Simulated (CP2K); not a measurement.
NaH under changes of volume

One of the cells (12.903 Å³/atom); the others are scaled copies at fixed shape and fractional positions:

```
Na H
1.0
     2.95512    0.00000    0.00000
     0.00000    2.95512    0.00000
     0.00000    0.00000    2.95512
Na H
1 1
Direct
  0.00000 0.00000 0.00000
  0.50000 0.50000 0.50000
```

The cell comes from a database or a generator and needn't be the stable form of this composition.

* Program: CP2K 2026.2
* Functional: PBE
* Potentials or basis: POTENTIAL_UZH Na GTH-PBE-q9, H GTH-PBE-q1; TZVP-MOLOPT-PBE-GTH basis
* Density cutoff: 18368 eV
* k mesh: 9 × 9 × 9
* Occupations: fermi-dirac, width 0.05 eV
* Spin: no spin polarisation

```csv
volume (Å³/atom),energy over the lowest point (meV/atom),pressure (GPa),gap on the mesh (eV)
12.129,4.56,2.1,1.50
12.387,3.09,1.5,1.49
12.645,1.19,0.9,1.48
12.903,0.19,0.4,1.47
13.161,0.00,-0.1,1.46
13.419,?,?,?
13.677,1.78,-1.0,1.45
```

What does the run at 13.419 Å³/atom give?

Energy over the lowest point 0.55 meV/atom; pressure -0.6 GPa; gap on the mesh 1.45 eV.

Worked out: A Birch-Murnaghan fit of order 3 (a polynomial in V^(-2/3)) to the other rows has its minimum at 13.16 Å³/atom with B0 = V·E''(V) = 27 GPa (rough, since the energies scatter). It gives 0.34 meV/atom at 13.419 Å³/atom, against the run's 0.55, and -dE/dV = -0.6 GPa, against -0.6. A straight line through the other rows of the gap, of slope -0.429 eV per unit of ln V, gives 1.45 eV, against the run's 1.45.

Energies are extrapolated to zero smearing.

Caveats: an odd mesh through Γ misses points on the zone boundary, where band edges often lie; the basis of atomic orbitals isn't converged, which shifts pressures, moduli and gaps.
